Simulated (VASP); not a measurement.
Write the native input for VASP 6.6.1 that does the following.

| Quantity | Value |
| --- | --- |
| Task | single point |
| Functional | PBE |
| Potentials or basis | VASP PAW PBE potentials, release 64 (Si) |
| Cutoff | 520 eV |
| k mesh | 2 × 2 × 2 |
| Occupations | fermi-dirac, width 0.05 eV |
| Spin | no spin polarisation |
| Dipole correction | no |
| Further INCAR settings | LREAL = Auto; ALGO = Fast; EDIFF = 1e-06; NBANDS = 48 |

The structure of Si (a cell with a defect) lies in POSCAR:

```
Si
1.0
    0.0000000000      5.4300000000      5.4300000000
    5.4300000000      0.0000000000      5.4300000000
    5.4300000000      5.4300000000      0.0000000000
Si
17
Direct
    0.0026174991     -0.0071835272      0.0022365881
    0.1281926552      0.1216857621      0.1281346550
   -0.0014451377      0.0003592709      0.5005000885
    0.1282465978      0.1216777720      0.6218684518
    0.0024195009      0.5020343432      0.0021706184
    0.1258477041      0.6244274220      0.1247634211
    0.0025010675      0.5020506554      0.4931688316
    0.1281209442      0.6280221528      0.6218732521
    0.5006406905      0.0002734591     -0.0013156675
    0.6223646556      0.1215997884      0.1280086272
    0.5006910513      0.0002762953      0.5003665661
    0.6249474429      0.1250225924      0.6250181005
    0.4942932263      0.5018443297      0.0019170741
    0.6222421918      0.6279686059      0.1280089630
    0.5005686466      0.4987097852      0.5003419028
    0.6222961381      0.6279608290      0.6217234979
    0.8758335258      0.3744051637      0.8747777295
```

The cell was built by a generator and needn't be a form met in nature.

These files were run (other wordings do the same):

INCAR

```
PREC = Accurate
ENCUT = 520
EDIFF = 1E-6
ISMEAR = -1
SIGMA = 0.05
LREAL = Auto
LASPH = True
NELM = 100
ALGO = Fast
ISIF = 2
LWAVE = False
LCHARG = False
GGA = PE
NBANDS = 48
```

KPOINTS

```
regular mesh
0
Gamma
  2 2 2
```

Potentials or basis: VASP PAW PBE potentials, release 64 (Si).

Run with:

```bash
$ cat potpaw_PBE.64/Si/POTCAR > POTCAR
$ mpirun -np 1 vasp_std > vasp.out
```

Results of the run:

* Pressure: 5.3 GPa
* Largest force: 0.022 eV/Å
* Band gap on the k mesh: none (metal or under the smearing width)

Caveat: the k mesh is coarse (spacing up to 0.50 Å⁻¹), so the values aren't converged.

Run time: 2.5 min on 1 thread of Intel(R) Xeon(R) 6975P-C (Granite Rapids) (shared host), peak memory 0.45 GiB.
